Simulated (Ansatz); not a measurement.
**GaP (F-43m), stationary points along a deformation path**

These are results of DFT r2SCAN, scalar-relativistic, plane waves, PAW (Ansatz 0.2.0), not measurements. The runs took a 500 eV cutoff, a Γ-centred 10×10×10 mesh and Gaussian smearing (0.05 eV). No spin polarisation. Energies are free energies at this smearing, counted from the undisturbed cell; pressure is positive in compression.

Zero of the scan (as given, not relaxed at this level; it stands at 0.0 GPa):

```xyz
2
Lattice="0.0000 2.7252 2.7252 2.7252 0.0000 2.7252 2.7252 2.7252 0.0000" Properties=species:S:1:pos:R:3 pbc="T T T"
Ga    0.0000    0.0000    0.0000
P     4.0879    4.0879    4.0879
```

At fixed volume and fractional coordinates, lengths along (0.000, 0.000, 1.000) are scaled against those across it; ρ is that ratio over its starting value. V = 20.240 Å³/atom. Δσ is the stress along the axis less the mean stress across it (compression positive).

| ρ | ΔE (meV/atom) | Δσ (GPa) | space group |
| --- | --- | --- | --- |
| 0.707 | 266.3 | 14.05 | I-4m2 |
| 0.780 | 155.5 | 12.50 | I-4m2 |
| 0.850 | 74.3 | 9.72 | I-4m2 |
| 0.920 | 21.6 | 5.84 | I-4m2 |
| 1.000 | 0.0 | 0.00 | F-43m |
| 1.200 | 139.4 | -19.72 | I-4m2 |
| 1.300 | 309.3 | -30.45 | I-4m2 |
| 1.414 | 552.2 | -35.88 | I-4m2 |

Q: How does the stress give the slope of the energy, and where is the energy stationary?

A: Along the path d ln(length) is 2/3 d ln ρ on the axis and −1/3 d ln ρ across it, so dE/d ln ρ = −(2/3) V Δσ: the energy falls with ρ where Δσ is positive. Δσ vanishes or changes sign at ρ = 1.000 (F-43m), a minimum at 0.0 meV/atom. Pairs of stationary points between two samples would go unseen, and could change a minimum read from distant neighbours into a maximum. At ρ = 1.000 the cell is cubic, where symmetry alone makes the stress isotropic and the slope zero.

Q: Integrate that slope from ρ = 1 to 0.780 by the trapezoid rule.

A: With V/N in Å³ and 1 eV/Å³ = 160.2 GPa the slopes at ρ = 1.000, 0.920, 0.850, 0.780 are 0, -491, -819, -1053 meV/atom per unit of ln ρ. The steps add 20.5 + 51.8 + 80.4 = 152.8 meV/atom, against 155.5 from the energies; the trapezoid rule misses the curvature of the slope within each step.

The gap closes along the scan, which can put kinks into the curve.